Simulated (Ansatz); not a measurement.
# Varying the input for Sn

All trials start from this Ansatz input:

```yaml
crystal:
  lattice:
    - [-1.8946518192, 1.8946518192, 1.8946518192]
    - [1.8946518192, -1.8946518192, 1.8946518192]
    - [1.8946518192, 1.8946518192, -1.8946518192]
  atoms:
    - { symbol: Sn, position: [0.0, 0.0, 0.0] }
basis:
  ecutwfc: 420
kpoints:
  mp_grid: { grid: [6, 6, 6] }
hamiltonian:
  xc: pbe
scf:
  occupations: { method: gaussian, width: 0.1 }
output:
  forces: true
  stress: true
  eigenvalues: true
```

Command:

```bash
ansatz run input.yaml --threads 1 --pin off --max-ram 1331MiB --backend cpu --events-out ev --progress --plain --runs-dir out
```

The run converges in 6 SCF iterations on 16 irreducible k-points: pressure 0.74 GPa, no gap.

Settings here are deliberately varied, not converged. Each trial's input is given as a difference from the reference's; energies are extrapolated to zero smearing where there is one, and pressure is positive in compression. Charged cells sit in a uniform background, and their pressures hang on that convention.

Trial 1:

```diff
+total_charge: -0.5
 hamiltonian:
-  xc: pbe
+  xc: pbesol
```

How does this run end?

The run converges in 6 SCF iterations on 16 irreducible k-points: pressure -5.14 GPa (with the neutralising background of the charged cell), no gap.

Trial 2:

```diff
 basis:
+  ecutrho_ratio: 3
 kpoints:
-  mp_grid: { grid: [6, 6, 6] }
+  mp_grid: { grid: [4, 4, 4] }
 hamiltonian:
-  xc: pbe
+  xc: pbesol
+  dispersion: d4
 scf:
+  mixing: { algorithm: anderson, beta: 0.61, ndim: 20 }
+  initial_density: { chi_scale: 0, normalization: atom }
+  max_iter: 65
```

How does this run end?

The run converges in 6 SCF iterations on 8 irreducible k-points: pressure -3.50 GPa, no gap. It warns that the density cutoff lies under the recommended one.

Trial 3:

```diff
 basis:
-  ecutwfc: 420
+  ecutwfc: 370
 scf:
-  occupations: { method: gaussian, width: 0.1 }
+  occupations: { method: fixed }
+  max_iter: 55
 output:
+  efg: {}
+accuracy: medium
```

What does the program give?

The run converges in 6 SCF iterations on 16 irreducible k-points: energy 1.48 eV per atom above the reference, pressure 15.47 GPa, no gap. It warns that bands overlap at the filling; that the cutoff lies under the recommended one, 420 eV for these potentials; that field gradients leave spin–orbit coupling out; that the bands looked metallic on the way.

Trial 4:

```diff
 hamiltonian:
-  xc: pbe
+  xc: pbesol
 scf:
+  n_extra_bands: 3
 output:
+  efg: {}
```

How does this run end?

The run converges in 6 SCF iterations on 16 irreducible k-points: pressure -2.10 GPa, no gap. It warns that field gradients leave spin–orbit coupling out.

Trial 5:

```diff
 basis:
-  ecutwfc: 420
+  ecutwfc: 230
+  ecutrho_ratio: 6
 hamiltonian:
-  xc: pbe
+  xc: rpbe
 scf:
+  convergence: { dr2_threshold: "1e-11 eV" }
```

How does this run end?

The run converges in 7 SCF iterations on 16 irreducible k-points: pressure 3.49 GPa (unreliable at so low a cutoff), no gap. It warns that the cutoff lies under the recommended one, 420 eV for these potentials.

Trial 6 (volume scaled):

```diff
 crystal:
   lattice:
-    - [-1.8946518192, 1.8946518192, 1.8946518192]
-    - [1.8946518192, -1.8946518192, 1.8946518192]
-    - [1.8946518192, 1.8946518192, -1.8946518192]
+    - [-1.8473789436, 1.8473789436, 1.8473789436]
+    - [1.8473789436, -1.8473789436, 1.8473789436]
+    - [1.8473789436, 1.8473789436, -1.8473789436]
 basis:
-  ecutwfc: 420
+  ecutwfc: 560
 hamiltonian:
-  xc: pbe
+  xc: rpbe
 scf:
+  n_extra_bands: 3
+  max_iter: 30
+  convergence: { dr2_threshold: "1e-7 eV" }
+accuracy: low
```

What happens?

The run converges in 6 SCF iterations on 16 irreducible k-points: pressure 7.29 GPa, no gap. It warns that the SCF threshold is loose for the stress.

Trial 7:

```diff
 basis:
-  ecutwfc: 420
+  ecutwfc: "24 Ry"
+  ecutrho_ratio: 8
 kpoints:
-  mp_grid: { grid: [6, 6, 6] }
+  mp_grid: { grid: [3, 5, 7] }
 scf:
+  max_iter: 20
```

How does this run end?

The run converges in 6 SCF iterations on 53 irreducible k-points: energy 54.4 meV per atom above the reference, pressure 0.85 GPa, no gap. It warns that the cutoff lies under the recommended one, 420 eV for these potentials; that the mesh lowers the symmetry.

Trial 8 (volume scaled):

```diff
 crystal:
   lattice:
-    - [-1.8946518192, 1.8946518192, 1.8946518192]
-    - [1.8946518192, -1.8946518192, 1.8946518192]
-    - [1.8946518192, 1.8946518192, -1.8946518192]
+    - [-1.9617202303, 1.9617202303, 1.9617202303]
+    - [1.9617202303, -1.9617202303, 1.9617202303]
+    - [1.9617202303, 1.9617202303, -1.9617202303]
 kpoints:
+  band_path: { path: [VBM, CBM], npoints: 5 }
```

What does the program give?

The run converges in 6 SCF iterations on 16 irreducible k-points: energy 32.1 meV per atom above the reference, pressure -3.71 GPa, no gap.

Trial 9:

```diff
 basis:
-  ecutwfc: 420
+  ecutwfc: "18 Ha"
```

What happens?

The run converges in 6 SCF iterations on 16 irreducible k-points: energy 0.81 meV per atom below the reference, pressure 0.73 GPa, no gap.

Trial 10:

```diff
 basis:
-  ecutwfc: 420
+  ecutwfc: "43 Ry"
 kpoints:
-  mp_grid: { grid: [6, 6, 6] }
+  mp_grid: { grid: [4, 4, 4] }
 hamiltonian:
+  pseudopotentials: { kind: nc }
 scf:
+  eigensolver: { mixed_precision: false }
+  max_iter: 56
```

What does the program give?

The run converges in 6 SCF iterations on 8 irreducible k-points: pressure -0.29 GPa (unreliable at so low a cutoff), no gap. It warns that the cutoff lies under the recommended one, 980 eV for these potentials.